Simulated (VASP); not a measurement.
# PbS (Galena): how cutoff and mesh change the relaxed cell, part 2 of 2

Aim: test the relaxed volume of PbS (Galena) against cutoff and mesh. The starting structure is a measured crystal structure from the Crystallography Open Database. The first relaxation on each setting starts from this cell expanded by 3 % in volume.

VASP 6.6.1.

Results so far: reference 25.69 Å³ an atom; a cutoff of 260 eV 25.49 Å³ an atom; a 4×4×4 mesh 25.75 Å³ an atom.

### Step 5. Relaxation with a cutoff of 600 eV

Level of this step: PBEsol; plane waves and PAW (Pb_d, S) (VASP).

Against step 2 the input has ENCUT = 600. This run starts from the cell of an earlier relaxation, which isn't shown; the restart sets up the plane waves anew.

The input, INCAR:

```
SYSTEM = PbS
PREC = Accurate
ENCUT = 600
EDIFF = 1E-06
NELM = 100
ISMEAR = 0
SIGMA = 0.03
LREAL = .FALSE.
ALGO = Normal
GGA = PS
NBANDS = 16
LORBIT = 11
LWAVE = .FALSE.
LCHARG = .FALSE.
KPAR = 2
IBRION = 2
NSW = 50
ISIF = 3
EDIFFG = -0.004
```

The input, POSCAR:

```
PbS
1.0
    0.0000000000      2.9513167854      2.9513167854
    2.9513167854      0.0000000000      2.9513167854
    2.9513167854      2.9513167854      0.0000000000
Pb S
1 1
Direct
    0.0000000000      0.0000000000      0.0000000000
    0.5000000000      0.5000000000      0.5000000000
```

The input, KPOINTS:

```
Automatic mesh
0
Gamma
6 6 6
0 0 0
```

PAW data sets: Pb_d and S (PBE family, release 64).

On the command line:

```
$ mpirun -np 2 vasp_std
```

The program printed:

```text
[... set-up lines as in an earlier step ...]
 entering main loop
       N       E                     dE             d eps       ncg     rms          rms(c)
DAV:   1     0.161755818213E+03    0.16176E+03   -0.10528E+04   512   0.146E+03
DAV:   2     0.131754999138E+01   -0.16044E+03   -0.15502E+03   568   0.352E+02
DAV:   3    -0.959304063690E+01   -0.10911E+02   -0.10797E+02   672   0.908E+01
DAV:   4    -0.984112879112E+01   -0.24809E+00   -0.24799E+00   608   0.158E+01
[...]
DAV:  10    -0.945986984226E+01   -0.69230E-04   -0.17506E-04   616   0.841E-02    0.302E-02
DAV:  11    -0.945986995727E+01   -0.11502E-06   -0.14422E-05   744   0.419E-02    0.765E-03
DAV:  12    -0.945986993338E+01    0.23889E-07   -0.12252E-06   512   0.167E-02
   1 F= -.94598699E+01 E0= -.94598699E+01  d E =-.945987E+01
[...]
reached required accuracy - stopping structural energy minimisation
```

Elapsed: 23 s, on 2 MPI ranks of AMD EPYC 7571, shared host; peak memory 0.35 GiB; 43 s of CPU time.

From OUTCAR (step 5):

```text
  Total       -0.0062719     -0.0062719     -0.0062719     -0.0000000      0.0000000      0.0000000
  in kB       -0.1954486     -0.1954486     -0.1954486     -0.0000000      0.0000000      0.0000000
  external PRESSURE =      -0.1954486 kB  Pullay stress =       0.0000000 kB

 POSITION                                       TOTAL-FORCE (eV/Angst)
 -----------------------------------------------------------------------------------
      0.00000      0.00000      0.00000        -0.000000      0.000000     -0.000000
      2.95132      2.95132      2.95132         0.000000     -0.000000      0.000000
 -----------------------------------------------------------------------------------
    total drift:                                0.000000      0.000000      0.000000

  FREE ENERGIE OF THE ION-ELECTRON SYSTEM (eV)
  ---------------------------------------------------
  free  energy   TOTEN  =        -9.4598699334 eV

  energy  without entropy=       -9.4598699247  energy(sigma->0) =       -9.45986993

[... 2 parts as in an earlier step ...]

[... 2 further parts left out ...]
[key lines of the parts left out:]
E-fermi :   5.9972
```

With a cutoff of 600 eV the cell ends at 25.707 Å³ an atom, +0.06 % from the reference; the bulk modulus is 60.1 GPa against 60.3 GPa.

### Step 6. Relaxation with an 8×8×8 mesh

Against step 2 the input has an 8×8×8 mesh. This run starts from the cell of an earlier relaxation, which isn't shown; the restart sets up the plane waves anew.

INCAR: that of step 5 with these lines changed.

```diff
@@ -2,3 +2,3 @@
 PREC = Accurate
-ENCUT = 600
+ENCUT = 450
 EDIFF = 1E-06
```

The input, POSCAR:

```
PbS
1.0
    0.0000000000      2.9511841126      2.9511841126
    2.9511841126      0.0000000000      2.9511841126
    2.9511841126      2.9511841126      0.0000000000
Pb S
1 1
Direct
    0.0000000000      0.0000000000      0.0000000000
    0.5000000000      0.5000000000      0.5000000000
```

The input, KPOINTS:

```
Automatic mesh
0
Gamma
8 8 8
0 0 0
```

On the command line:

```
$ mpirun -np 2 vasp_std
```

The program printed:

```text
[... set-up lines as in an earlier step ...]
 entering main loop
       N       E                     dE             d eps       ncg     rms          rms(c)
DAV:   1     0.149465484101E+03    0.14947E+03   -0.90443E+03   928   0.119E+03
DAV:   2     0.613067635442E+00   -0.14885E+03   -0.14467E+03  1032   0.315E+02
DAV:   3    -0.961740011683E+01   -0.10230E+02   -0.10142E+02  1184   0.868E+01
DAV:   4    -0.984169291255E+01   -0.22429E+00   -0.22420E+00  1184   0.152E+01
[...]
DAV:  10    -0.945729368381E+01   -0.70592E-04   -0.17288E-04  1144   0.818E-02    0.318E-02
DAV:  11    -0.945729321883E+01    0.46499E-06   -0.15084E-05  1280   0.417E-02    0.896E-03
DAV:  12    -0.945729324281E+01   -0.23979E-07   -0.13526E-06   960   0.173E-02
   1 F= -.94572932E+01 E0= -.94572932E+01  d E =-.945729E+01
[...]
reached required accuracy - stopping structural energy minimisation
```

The job ended after 21 s (2 MPI ranks; peak memory 0.28 GiB).

From OUTCAR (step 6):

```text
  Total       -0.0003757     -0.0003757     -0.0003757     -0.0000000      0.0000000      0.0000000
  in kB       -0.0117096     -0.0117096     -0.0117096     -0.0000000      0.0000000      0.0000000
  external PRESSURE =      -0.0117096 kB  Pullay stress =       0.0000000 kB

 POSITION                                       TOTAL-FORCE (eV/Angst)
 -----------------------------------------------------------------------------------
      0.00000      0.00000      0.00000         0.000000      0.000000      0.000000
      2.95118      2.95118      2.95118        -0.000000     -0.000000     -0.000000
 -----------------------------------------------------------------------------------
    total drift:                               -0.000000      0.000000      0.000000

  FREE ENERGIE OF THE ION-ELECTRON SYSTEM (eV)
  ---------------------------------------------------
  free  energy   TOTEN  =        -9.4572932428 eV

  energy  without entropy=       -9.4572932379  energy(sigma->0) =       -9.45729324

[... 1 part as in an earlier step ...]

[... 3 further parts left out ...]
[key lines of the parts left out:]
E-fermi :   6.0009
```

With an 8×8×8 mesh the cell ends at 25.703 Å³ an atom, +0.05 % from the reference; the bulk modulus is 60.3 GPa against 60.3 GPa.

### Step 7. All runs side by side

| run | volume (Å³/atom) | change (%) | bulk modulus (GPa) | pressure left (GPa) | core minutes |
| --- | --- | --- | --- | --- | --- |
| reference | 25.69 | - | 60.3 | 0.0 | 1.31 |
| a cutoff of 260 eV | 25.487 | -0.79 | 62.2 | 0.02 | 0.947 |
| a 4×4×4 mesh | 25.745 | 0.21 | 60.4 | 0.0 | 0.9 |
| a cutoff of 600 eV | 25.707 | 0.06 | 60.1 | -0.02 | 2.5 |
| an 8×8×8 mesh | 25.703 | 0.05 | 60.3 | 0.0 | 2.27 |

Core minutes are wall time times ranks, summed over the relaxations behind a row (those for a bulk modulus apart), on shared hosts.

### Step 8. What came out

```yaml
volume_of_the_reference: 25.69 Å³/atom
volume_against_the_reference_a_cutoff_of_260_ev: -0.79 %
volume_against_the_reference_a_4x4x4_mesh: +0.21 %
volume_against_the_reference_a_cutoff_of_600_ev: +0.06 %
volume_against_the_reference_an_8x8x8_mesh: +0.05 %
```

In words: The volume moves most with a cutoff of 260 eV: -0.79 % against the reference (450 eV, 6×6×6 mesh). On finer settings it changes by +0.06 % with a cutoff of 600 eV and +0.05 % with an 8×8×8 mesh. The relaxations stop with up to 0.02 GPa left, which at the bulk modulus found here is 0.04 % of the volume. A cell that shrinks at the lower cutoff is the usual mark of Pulay stress, the error that a plane-wave basis makes when it is kept while the volume changes. The bulk modulus is more sensitive: it changes by +3.2 % with a cutoff of 260 eV. Further runs on this material are not shown.

[Lines on the potential files, build, host, timing and source positions are cut from VASP's logs without a mark.]

[Logs are printed without paths, hosts, clocks, repeated set-up lines and the standing remarks that a program may print on its own settings, such as how far it seeks lower states.]

[Hosts, paths, dates, database ids (printed as entryN), source tags and the programs' standing remarks are cut or masked in the printed files.]
